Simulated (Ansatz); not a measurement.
A relaxation computed with Ansatz, from input to last step.

```yaml
crystal:
  lattice:
    - [3.0637674448, 0.0, 0.0]
    - [-1.5318837224, 2.6533004385, 0.0]
    - [0.0, 0.0, 30.0186677217]
  atoms:
    - { symbol: Ti, position: [0.0, 0.0, 0.0] }
    - { symbol: C, position: [1.0, 1.0, 0.125] }
    - { symbol: Ti, position: [0.3333333333, 0.6666666667, 0.0833333333] }
    - { symbol: C, position: [0.6666666667, 0.3333333333, 0.0416666667] }
    - { symbol: Ti, position: [0.6666666667, 0.3333333333, 0.1666666667] }
    - { symbol: C, position: [0.3333333333, 0.6666666667, 0.2083333333] }
    - { symbol: Ti, position: [1.0, 1.0, 0.25] }
    - { symbol: C, position: [1.0, 1.0, 0.375] }
    - { symbol: Ti, position: [0.3333333333, 0.6666666667, 0.3333333333] }
    - { symbol: C, position: [0.6666666667, 0.3333333333, 0.2916666667] }
    - { symbol: Ti, position: [0.6666666667, 0.3333333333, 0.4166666667] }
    - { symbol: C, position: [0.3333333333, 0.6666666667, 0.4583333333] }
    - { symbol: C, position: [1.0, 1.0, 0.875] }
    - { symbol: Ti, position: [0.3333333333, 0.6666666667, 0.9166666667] }
    - { symbol: C, position: [0.6666666667, 0.3333333333, 0.9583333333] }
    - { symbol: Ti, position: [0.6666666667, 0.3333333333, 0.8333333333] }
    - { symbol: C, position: [0.3333333333, 0.6666666667, 0.7916666667] }
    - { symbol: Ti, position: [1.0, 1.0, 0.75] }
    - { symbol: C, position: [1.0, 1.0, 0.625] }
    - { symbol: Ti, position: [0.3333333333, 0.6666666667, 0.6666666667] }
    - { symbol: C, position: [0.6666666667, 0.3333333333, 0.7083333333] }
    - { symbol: Ti, position: [0.6666666667, 0.3333333333, 0.5833333333] }
    - { symbol: C, position: [0.3333333333, 0.6666666667, 0.5416666667] }
    - { symbol: Ti, position: [1.0, 1.0, 0.5] }
basis:
  ecutwfc: 420
kpoints:
  mp_grid: { grid: [12, 12, 2] }
hamiltonian:
  xc: pbe
scf:
  occupations: { method: gaussian, width: 0.1 }
output:
  forces: true
  stress: true
  eigenvalues: true
  populations: true
  write_density: true
  write_potential: true
  elf: true
  volumetric_format: npy
relax:
  adjacent_minimum: "off"
  f_tol: 0.02
  max_steps: 60
  cell: { fix: [a, b, alpha, beta, gamma], stress_tol: 0.1 }
```

```bash
ansatz run input.yaml --threads 2 --pin off --max-ram 5120MiB --backend cpu --events-out ev --progress --plain --runs-dir out
```

The calculation used Ansatz 0.2.0, DFT PBE, scalar-relativistic, plane waves, PAW.

Of 5 frames 5 are shown, positions in Å and forces in eV/Å; the SCF threshold varies from step to step. Steps run on the plane waves of an earlier cell, with a Pulay correction in the pressure. The basis is chosen afresh for the last frame, the zero of the energies, and can be on the way; energy and pressure step there, also at an unchanged geometry.

```xyz
24
Lattice="3.0638 0.0000 0.0000 -1.5319 2.6533 0.0000 0.0000 0.0000 30.0187" Properties=species:S:1:pos:R:3:forces:R:3 pbc="T T T" step=1 free_energy_over_end_meV_per_atom=0.68 pressure_GPa=0.35
Ti    0.0000    0.0000    0.0000    0.0000    0.0000    0.0000
C     1.5319    2.6533    3.7523    0.0000    0.0000    0.0140
Ti    0.0000    1.7689    2.5016    0.0000    0.0000   -0.1130
C     1.5319    0.8844    1.2508    0.0000    0.0000    0.3450
Ti    1.5319    0.8844    5.0031    0.0000    0.0000   -0.0850
C     0.0000    1.7689    6.2539    0.0000    0.0000    0.0310
Ti    1.5319    2.6533    7.5047    0.0000    0.0000    0.0000
C     1.5319    2.6533   11.2570    0.0000    0.0000   -0.0140
Ti    0.0000    1.7689   10.0062    0.0000    0.0000    0.0850
C     1.5319    0.8844    8.7554    0.0000    0.0000   -0.0310
Ti    1.5319    0.8844   12.5078    0.0000    0.0000    0.1130
C     0.0000    1.7689   13.7586    0.0000    0.0000   -0.3450
C     1.5319    2.6533   26.2663    0.0000    0.0000   -0.0140
Ti    0.0000    1.7689   27.5171    0.0000    0.0000    0.1130
C     1.5319    0.8844   28.7679    0.0000    0.0000   -0.3450
Ti    1.5319    0.8844   25.0156    0.0000    0.0000    0.0850
C     0.0000    1.7689   23.7648    0.0000    0.0000   -0.0310
Ti    1.5319    2.6533   22.5140    0.0000    0.0000    0.0000
C     1.5319    2.6533   18.7617    0.0000    0.0000    0.0140
Ti    0.0000    1.7689   20.0124    0.0000    0.0000   -0.0850
C     1.5319    0.8844   21.2632    0.0000    0.0000    0.0310
Ti    1.5319    0.8844   17.5109    0.0000    0.0000   -0.1130
C     0.0000    1.7689   16.2601    0.0000    0.0000    0.3450
Ti    1.5319    2.6533   15.0093    0.0000    0.0000    0.0000
24
Lattice="3.0638 0.0000 0.0000 -1.5319 2.6533 0.0000 0.0000 0.0000 29.9305" Properties=species:S:1:pos:R:3:forces:R:3 pbc="T T T" step=2 free_energy_over_end_meV_per_atom=0.08 pressure_GPa=1.09
Ti    0.0000    0.0000    0.0000    0.0000    0.0000    0.0000
C     1.5319    2.6533    3.7415    0.0000    0.0000    0.0520
Ti    0.0000    1.7689    2.4967    0.0000    0.0000   -0.1160
C     1.5319    0.8844    1.2613    0.0000    0.0000    0.0970
Ti    1.5319    0.8844    4.9851    0.0000    0.0000   -0.0070
C     0.0000    1.7689    6.2351    0.0000    0.0000    0.0230
Ti    1.5319    2.6533    7.4826    0.0000    0.0000    0.0000
C     1.5319    2.6533   11.2237    0.0000    0.0000   -0.0520
Ti    0.0000    1.7689    9.9801    0.0000    0.0000    0.0070
C     1.5319    0.8844    8.7301    0.0000    0.0000   -0.0230
Ti    1.5319    0.8844   12.4685    0.0000    0.0000    0.1160
C     0.0000    1.7689   13.7040    0.0000    0.0000   -0.0970
C     1.5319    2.6533   26.1890    0.0000    0.0000   -0.0520
Ti    0.0000    1.7689   27.4338    0.0000    0.0000    0.1160
C     1.5319    0.8844   28.6692    0.0000    0.0000   -0.0970
Ti    1.5319    0.8844   24.9454    0.0000    0.0000    0.0070
C     0.0000    1.7689   23.6954    0.0000    0.0000   -0.0230
Ti    1.5319    2.6533   22.4479    0.0000    0.0000    0.0000
C     1.5319    2.6533   18.7067    0.0000    0.0000    0.0520
Ti    0.0000    1.7689   19.9504    0.0000    0.0000   -0.0070
C     1.5319    0.8844   21.2003    0.0000    0.0000    0.0230
Ti    1.5319    0.8844   17.4620    0.0000    0.0000   -0.1160
C     0.0000    1.7689   16.2265    0.0000    0.0000    0.0970
Ti    1.5319    2.6533   14.9652    0.0000    0.0000    0.0000
24
Lattice="3.0638 0.0000 0.0000 -1.5319 2.6533 0.0000 0.0000 0.0000 29.9558" Properties=species:S:1:pos:R:3:forces:R:3 pbc="T T T" step=3 free_energy_over_end_meV_per_atom=-0.01 pressure_GPa=0.88
Ti    0.0000    0.0000    0.0000    0.0000    0.0000    0.0000
C     1.5319    2.6533    3.7459    0.0000    0.0000    0.0480
Ti    0.0000    1.7689    2.4963    0.0000    0.0000   -0.0360
C     1.5319    0.8844    1.2669    0.0000    0.0000    0.0110
Ti    1.5319    0.8844    4.9897    0.0000    0.0000   -0.0290
C     0.0000    1.7689    6.2417    0.0000    0.0000    0.0090
Ti    1.5319    2.6533    7.4890    0.0000    0.0000    0.0000
C     1.5319    2.6533   11.2320    0.0000    0.0000   -0.0480
Ti    0.0000    1.7689    9.9882    0.0000    0.0000    0.0290
C     1.5319    0.8844    8.7362    0.0000    0.0000   -0.0090
Ti    1.5319    0.8844   12.4816    0.0000    0.0000    0.0360
C     0.0000    1.7689   13.7110    0.0000    0.0000   -0.0110
C     1.5319    2.6533   26.2099    0.0000    0.0000   -0.0480
Ti    0.0000    1.7689   27.4595    0.0000    0.0000    0.0360
C     1.5319    0.8844   28.6889    0.0000    0.0000   -0.0110
Ti    1.5319    0.8844   24.9661    0.0000    0.0000    0.0290
C     0.0000    1.7689   23.7141    0.0000    0.0000   -0.0090
Ti    1.5319    2.6533   22.4669    0.0000    0.0000    0.0000
C     1.5319    2.6533   18.7238    0.0000    0.0000    0.0480
Ti    0.0000    1.7689   19.9676    0.0000    0.0000   -0.0290
C     1.5319    0.8844   21.2196    0.0000    0.0000    0.0090
Ti    1.5319    0.8844   17.4742    0.0000    0.0000   -0.0360
C     0.0000    1.7689   16.2448    0.0000    0.0000    0.0110
Ti    1.5319    2.6533   14.9779    0.0000    0.0000    0.0000
24
Lattice="3.0638 0.0000 0.0000 -1.5319 2.6533 0.0000 0.0000 0.0000 29.9670" Properties=species:S:1:pos:R:3:forces:R:3 pbc="T T T" step=4 free_energy_over_end_meV_per_atom=-0.02 pressure_GPa=0.79
Ti    0.0000    0.0000    0.0000    0.0000    0.0000    0.0000
C     1.5319    2.6533    3.7501    0.0000    0.0000   -0.0050
Ti    0.0000    1.7689    2.4954    0.0000    0.0000    0.0040
C     1.5319    0.8844    1.2682    0.0000    0.0000    0.0010
Ti    1.5319    0.8844    4.9898    0.0000    0.0000    0.0080
C     0.0000    1.7689    6.2447    0.0000    0.0000   -0.0030
Ti    1.5319    2.6533    7.4917    0.0000    0.0000    0.0000
C     1.5319    2.6533   11.2334    0.0000    0.0000    0.0050
Ti    0.0000    1.7689    9.9936    0.0000    0.0000   -0.0080
C     1.5319    0.8844    8.7387    0.0000    0.0000    0.0030
Ti    1.5319    0.8844   12.4881    0.0000    0.0000   -0.0040
C     0.0000    1.7689   13.7153    0.0000    0.0000   -0.0010
C     1.5319    2.6533   26.2168    0.0000    0.0000    0.0050
Ti    0.0000    1.7689   27.4716    0.0000    0.0000   -0.0040
C     1.5319    0.8844   28.6988    0.0000    0.0000   -0.0010
Ti    1.5319    0.8844   24.9771    0.0000    0.0000   -0.0080
C     0.0000    1.7689   23.7222    0.0000    0.0000    0.0030
Ti    1.5319    2.6533   22.4752    0.0000    0.0000    0.0000
C     1.5319    2.6533   18.7336    0.0000    0.0000   -0.0050
Ti    0.0000    1.7689   19.9733    0.0000    0.0000    0.0080
C     1.5319    0.8844   21.2282    0.0000    0.0000   -0.0030
Ti    1.5319    0.8844   17.4789    0.0000    0.0000    0.0040
C     0.0000    1.7689   16.2517    0.0000    0.0000    0.0010
Ti    1.5319    2.6533   14.9835    0.0000    0.0000    0.0000
24
Lattice="3.0638 0.0000 0.0000 -1.5319 2.6533 0.0000 0.0000 0.0000 29.9670" Properties=species:S:1:pos:R:3:forces:R:3 pbc="T T T" step=5 free_energy_over_end_meV_per_atom=0.00 pressure_GPa=0.78
Ti    0.0000    0.0000    0.0000    0.0000    0.0000    0.0000
C     1.5319    2.6533    3.7501    0.0000    0.0000   -0.0050
Ti    0.0000    1.7689    2.4954    0.0000    0.0000    0.0040
C     1.5319    0.8844    1.2682    0.0000    0.0000    0.0010
Ti    1.5319    0.8844    4.9898    0.0000    0.0000    0.0080
C     0.0000    1.7689    6.2447    0.0000    0.0000   -0.0030
Ti    1.5319    2.6533    7.4917    0.0000    0.0000    0.0000
C     1.5319    2.6533   11.2334    0.0000    0.0000    0.0050
Ti    0.0000    1.7689    9.9936    0.0000    0.0000   -0.0080
C     1.5319    0.8844    8.7387    0.0000    0.0000    0.0030
Ti    1.5319    0.8844   12.4881    0.0000    0.0000   -0.0040
C     0.0000    1.7689   13.7153    0.0000    0.0000   -0.0010
C     1.5319    2.6533   26.2168    0.0000    0.0000    0.0050
Ti    0.0000    1.7689   27.4716    0.0000    0.0000   -0.0040
C     1.5319    0.8844   28.6988    0.0000    0.0000   -0.0010
Ti    1.5319    0.8844   24.9771    0.0000    0.0000   -0.0080
C     0.0000    1.7689   23.7222    0.0000    0.0000    0.0030
Ti    1.5319    2.6533   22.4752    0.0000    0.0000    0.0000
C     1.5319    2.6533   18.7336    0.0000    0.0000   -0.0050
Ti    0.0000    1.7689   19.9733    0.0000    0.0000    0.0080
C     1.5319    0.8844   21.2282    0.0000    0.0000   -0.0030
Ti    1.5319    0.8844   17.4789    0.0000    0.0000    0.0040
C     0.0000    1.7689   16.2517    0.0000    0.0000    0.0010
Ti    1.5319    2.6533   14.9835    0.0000    0.0000    0.0000
```

Time: 4.5 min on 2 threads of Arm Neoverse V1, on a shared host, peak memory 1.2 GiB.